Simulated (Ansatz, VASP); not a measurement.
**Two plane-wave programs on Si6C**

```xyz
7
Lattice="0.0000 3.6726 3.6726 3.6726 0.0000 3.6726 3.6726 3.6726 0.0000" Properties=species:S:1:pos:R:3 pbc="T T T"
Si    1.8363    1.8363    3.6726
Si    1.8363    3.6726    1.8363
Si    1.8363    1.8363    0.0000
Si    1.8363    0.0000    1.8363
Si    3.6726    1.8363    1.8363
Si    0.0000    1.8363    1.8363
C     0.0000    0.0000    0.0000
```

Change from the starting cell: species swapped into the Zn6Mo type (Fm-3m, No. 225).

Alike in both runs: functional PBE; k mesh 10 × 10 × 10; occupations gaussian, width 0.1 eV; no spin polarisation.

Ansatz relaxed the structure, and its values are those at the end. VASP's run is a single point on that final structure, the one shown.

|  | VASP | Ansatz |
| --- | --- | --- |
| version | VASP 6.6.1 | Ansatz 0.2.0 |
| potentials or method | VASP PAW PBE potentials, release 64 (Si, C) | scalar-relativistic, plane waves, PAW |
| plane-wave cutoff (eV) | 520 | 420 |
| valence electrons in the cell | 28 | 28 |

|  | VASP | Ansatz | Ansatz less VASP |
| --- | --- | --- | --- |
| gap on the k mesh at the Fermi level (eV) | none | none | - |
| pressure (GPa) | 0.0 | 0.0 | +0.04 |

A gap of «none» marks a metal or a gap that the smearing closes. The functional is the same, so the differences come from potentials, cutoffs and numerics.
